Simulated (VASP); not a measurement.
# BaO (Fm-3m) in VASP: Born charges and dielectric tensor with LDA

Aim: the Born charges and dielectric tensor of BaO with LDA.

Everything below comes from runs of VASP 6.6.1. Logs are shortened: lines on timing, memory, paths and dates and some standing lists are left out, and cuts for length are marked.

### 1 Starting point

Symmetry: Fm-3m, No. 225, cubic system. The conventional cell has a = 5.478 Å, b = 5.478 Å, c = 5.478 Å, α = 90.00°, β = 90.00°, γ = 90.00°. Around Ba (site symmetry m-3m) lie 6 O at 2.74 Å. O (site symmetry m-3m) is surrounded by 6 Ba at 2.74 Å.

The cell is a database's computed one.

### 2 Born charges and dielectric tensor, LDA

INCAR reads:

```
ALGO = Fast ; EDIFF = 1E-8
ENCUT = 600 ; IBRION = 8
ISIF = 2 ; ISMEAR = 0
LASPH = True ; LCHARG = False
LEPSILON = True ; LREAL = False
LWAVE = False ; NELM = 80
NSW = 1 ; PREC = Accurate
SIGMA = 0.02
```

KPOINTS reads:

```
k-points
0
Gamma
  4 4 4
```

POSCAR reads:

```
BaO
1.0
    0.0000000000      2.7389500000      2.7389500000
    2.7389500000      0.0000000000      2.7389500000
    2.7389500000      2.7389500000      0.0000000000
Ba O
1 1
Direct
    0.0000000000      0.0000000000      0.0000000000
    0.5000000000      0.5000000000      0.5000000000
```

Potentials or basis: VASP PAW LDA potentials, release 64 (Ba_sv, O).

The run is started by

```
$ cat potpaw_LDA.64/Ba_sv/POTCAR potpaw_LDA.64/O/POTCAR > POTCAR
$ mpirun -np 1 vasp_std > vasp.out
```

OUTCAR:

```text
EDIFF = 1E-8
   ENCUT = 600
   IBRION = 8
   ISIF = 2
   ISMEAR = 0
   LASPH = True
   LEPSILON = True
   LREAL = False
   NELM = 80
   NSW = 1
   PREC = Accurate

 ion  position               nearest neighbor table
   1  0.000  0.000  0.000-   2 2.74   2 2.74   2 2.74   2 2.74   2 2.74   2 2.74
   2  0.500  0.500  0.500-   1 2.74   1 2.74   1 2.74   1 2.74   1 2.74   1 2.74

  LATTYP: Found a face centered cubic cell.
 ALAT       =     5.4779000000

  Lattice vectors:

 A1 = (   0.0000000000,   2.7389500000,   2.7389500000)
 A2 = (   2.7389500000,   0.0000000000,   2.7389500000)
 A3 = (   2.7389500000,   2.7389500000,   0.0000000000)

Analysis of symmetry for initial positions (statically):
=====================================================================
 Subroutine PRICEL returns:
 Original cell was already a primitive cell.

 Routine SETGRP: Setting up the symmetry group for a
 face centered cubic supercell.

 Subroutine GETGRP returns: Found 48 space group operations
 (whereof 48 operations were pure point group operations)
 out of a pool of 48 trial point group operations.

The static configuration has the point symmetry O_h .

Analysis of symmetry for dynamics (positions and initial velocities):
=====================================================================
 Subroutine PRICEL returns:
 Original cell was already a primitive cell.

 Routine SETGRP: Setting up the symmetry group for a
 face centered cubic supercell.

 Subroutine GETGRP returns: Found 48 space group operations
 (whereof 48 operations were pure point group operations)
 out of a pool of 48 trial point group operations.

The dynamic configuration has the point symmetry O_h .

 Subroutine INISYM returns: Found 48 space group operations
 (whereof 48 operations are pure point group operations),
 and found     1 'primitive' translations

----------------------------------------------------------------------------------------

                                     Primitive cell

[... 336 lines left out ...]
 ------------------------------------------------------
           4.678872    -0.000000     0.000000
          -0.000000     4.678872     0.000000
          -0.000000    -0.000000     4.678872
 ------------------------------------------------------

 PIEZOELECTRIC TENSOR (including local field effects)  for field in x, y, z        (e  Angst)
          XX          YY          ZZ          XY          YZ          ZX
  --------------------------------------------------------------------------------
  x     0.00000     0.00000     0.00000     0.00000     0.00000     0.00000
  y     0.00000     0.00000     0.00000     0.00000     0.00000     0.00000
  z     0.00000     0.00000     0.00000     0.00000     0.00000     0.00000

 PIEZOELECTRIC TENSOR (including local field effects)  for field in x, y, z        (C/m^2)
          XX          YY          ZZ          XY          YZ          ZX
  --------------------------------------------------------------------------------
  x     0.00000     0.00000     0.00000     0.00000     0.00000     0.00000
  y     0.00000     0.00000     0.00000     0.00000     0.00000     0.00000
  z     0.00000     0.00000     0.00000     0.00000     0.00000     0.00000

 BORN EFFECTIVE CHARGES (including local field effects) (in |e|, cummulative output)
 ---------------------------------------------------------------------------------
 ion    1
    1     2.91910     0.00000     0.00000
    2    -0.00000     2.91910     0.00000
    3     0.00000     0.00000     2.91910
 ion    2
    1    -2.91910    -0.00000     0.00000
    2     0.00000    -2.91910     0.00000
    3     0.00000     0.00000    -2.91910

 INTERNAL STRAIN TENSOR FOR ION    2 for displacements in x,y,z  (eV/Angst):
          X           Y           Z          XY          YZ          ZX
  --------------------------------------------------------------------------------
  x     0.00000     0.00000     0.00000     0.00000     0.00000     0.00000
  y     0.00000     0.00000     0.00000     0.00000     0.00000     0.00000
  z     0.00000     0.00000     0.00000     0.00000     0.00000     0.00000

 SECOND DERIVATIVES (NOT SYMMETRIZED)
 ------------------------------------
               1X          1Y          1Z          2X          2Y          2Z
  1X    -0.456704    0.000000    0.000000    0.456704    0.000000    0.000000
  1Y     0.000000   -0.456704    0.000000    0.000000    0.456704    0.000000
  1Z     0.000000    0.000000   -0.456704    0.000000    0.000000    0.456704
  2X     0.435287    0.000000    0.000000   -0.435287    0.000000    0.000000
  2Y     0.000000    0.435287    0.000000    0.000000   -0.435287    0.000000
  2Z     0.000000    0.000000    0.435287    0.000000    0.000000   -0.435287

 Eigenvectors and eigenvalues of the dynamical matrix
 ----------------------------------------------------

   1 f  =    2.731708 THz    17.163829 2PiTHz   91.119978 cm-1    11.297432 meV
             X         Y         Z           dx          dy          dz
      0.000000  0.000000  0.000000    -0.325492   -0.055007    0.000000
      2.738950  2.738950  2.738950     0.930746    0.157291    0.000000
[... 21 lines left out ...]
   6 f/i=    0.020438 THz     0.128419 2PiTHz    0.681754 cm-1     0.084527 meV
             X         Y         Z           dx          dy          dz
      0.000000  0.000000  0.000000    -0.116675   -0.646977    0.677375
      2.738950  2.738950  2.738950    -0.040802   -0.226255    0.236886

--------------------------------------------------------------------------------------------------------

 MACROSCOPIC STATIC DIELECTRIC TENSOR IONIC CONTRIBUTION
 ------------------------------------------------------
          84.105693     0.000000    -0.000000
           0.000000    84.105693    -0.000000
          -0.000000    -0.000000    84.105693
 ------------------------------------------------------

 ELASTIC MODULI CONTR FROM IONIC RELAXATION (kBar)
 Direction    XX          YY          ZZ          XY          YZ          ZX
 --------------------------------------------------------------------------------
 XX           0.0000      0.0000      0.0000      0.0000      0.0000      0.0000
 YY           0.0000      0.0000      0.0000      0.0000      0.0000      0.0000
 ZZ           0.0000      0.0000      0.0000      0.0000      0.0000      0.0000
 XY           0.0000      0.0000      0.0000      0.0000      0.0000      0.0000
 YZ           0.0000      0.0000      0.0000      0.0000      0.0000      0.0000
 ZX           0.0000      0.0000      0.0000      0.0000      0.0000      0.0000
 --------------------------------------------------------------------------------

 PIEZOELECTRIC TENSOR IONIC CONTR  for field in x, y, z        (C/m^2)
          XX          YY          ZZ          XY          YZ          ZX
  --------------------------------------------------------------------------------
  x     0.00000     0.00000     0.00000     0.00000     0.00000     0.00000
  y     0.00000     0.00000     0.00000     0.00000     0.00000     0.00000
  z     0.00000     0.00000     0.00000     0.00000     0.00000     0.00000
```

Run time: 2.5 min. Hardware: 1 thread of AMD EPYC 7R43 (Zen 3), shared host; peak memory 0.16 GiB.

Results:

```
Band gap on the k mesh                                  : 1.69 eV, direct
Electronic dielectric tensor (diagonal)                 : 4.68
Born charges (mean of the diagonal)                     : Ba +2.92; O -2.92 e
Highest phonon frequency at Γ, LO-TO splitting left out : 91 cm⁻¹
```

Levels at points of the mesh, in eV from the valence-band top:
```
           k point  band 6  band 7  band 8  band 9  band 10  band 11
(0.00, 0.00, 0.00)   -0.46   -0.46   -0.46    3.45     4.56     4.56
(0.50, 0.00, 0.00)   -2.22   -1.68   -1.68    4.85     7.21     7.21
(0.50, 0.50, 0.00)   -0.22   -0.22    0.00    1.69     6.06     9.05
```

Phonon frequencies in cm⁻¹ (negative: imaginary):
| q point | frequencies |
| --- | --- |
| (0.000, 0.000, 0.000) | -1 -1 -1 91 91 91 |

Electronic dielectric tensor:
```
4.68 0.00 0.00
0.00 4.68 0.00
0.00 0.00 4.68
```

Born effective charge tensors (e):
atom 1, Ba
```
2.92 0.00 0.00
0.00 2.92 0.00
0.00 0.00 2.92
```
atom 2, O
```
-2.92  0.00  0.00
 0.00 -2.92  0.00
 0.00  0.00 -2.92
```

Caveat: the k mesh is coarse (spacing up to 0.50 Å⁻¹), so the values aren't converged; spin-orbit coupling is left out, which moves the levels of the heavy elements.
